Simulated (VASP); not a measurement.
A run of VASP 6.6.1:

INCAR

```
SYSTEM = NaCl
ALGO = Normal ; EDIFF = 1E-7
EDIFFG = -0.002 ; ENCUT = 600
GGA = CA ; IBRION = 2
ISIF = 3 ; ISMEAR = 0
LASPH = .True. ; LCHARG = .False.
LREAL = .False. ; LWAVE = .False.
NELM = 100 ; NSW = 100
PREC = Accurate ; PSTRESS = 320.0
SIGMA = 0.02
```

The input KPOINTS:

```
k-points
0
Gamma
  6 6 6
  0 0 0
```

File POSCAR:

```
NaCl
1.0
    3.5021900000      0.0000000000      0.0000000000
    0.0000000000      3.5021900000      0.0000000000
    0.0000000000      0.0000000000      3.5021900000
Na Cl
1 1
Direct
    0.0000000000      0.0000000000      0.0000000000
    0.5000000000      0.5000000000      0.5000000000
```

Potentials or basis: VASP PAW LDA potentials, release 64 (Na_pv, Cl).

Run with:

```console
$ cat potpaw_LDA.64/Na_pv/POTCAR potpaw_LDA.64/Cl/POTCAR > POTCAR
$ mpirun -np 1 vasp_std > vasp.out
```

Hardware: 1 thread of Intel(R) Xeon(R) 6975P-C (Granite Rapids), on a shared host.

Problem. How long does it take, and how much memory?

Solution. It took 16 s on 1 thread of Intel(R) Xeon(R) 6975P-C (Granite Rapids) (shared host), peak memory 0.14 GiB. Counts: scf iterations 60, k points 20, ion steps 8.
